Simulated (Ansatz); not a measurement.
# Structures of SiNi2: which is lowest?

Plane-wave DFT in Ansatz with scalar-relativistic PAW potentials, cutoff 420 eV, Γ-centred meshes chosen by cell and gap, Gaussian smearing with energies taken to zero width. Every cell was relaxed (cell and atoms) in a run of its own, within the symmetry of its start. Functional: PBEsol.

Relaxed structures (starts from databases or built by putting these elements on another compound's sites):
A. Pnma, 12 atoms in the computed cell, a = 4.917 Å, b = 3.698 Å, c = 7.008 Å; sites (symmetry × multiplicity) Si .m. × 4, Ni .m. × 4 + .m. × 4; start: database
B. P6_3/mmc, 6 atoms in the computed cell, a = 3.868 Å, c = 4.917 Å; sites (symmetry × multiplicity) Si -6m2 × 2, Ni -3m. × 2 + -6m2 × 2; start: database

Problem. Rank them by energy. Could pressure change the order?

Solution.
```tsv
structure	group	E − E(lowest) (meV/atom)	V (Å³/atom)	gap on mesh (eV)
A	Pnma	0.0	10.62	0.00
B	P6_3/mmc	47	10.62	0.00
```

A is lowest, 47 meV/atom under B. The two lowest differ in volume by under 3 %, too little for a first-order estimate of what pressure does to that pair (other pairs aren't weighed here); with rigid cells even 3 % in favour of the higher one would need about 23 GPa. Other structures may lie lower than all of these, and vibrations aren't counted.

Spin polarisation was left out, and a magnetic state may lie lower.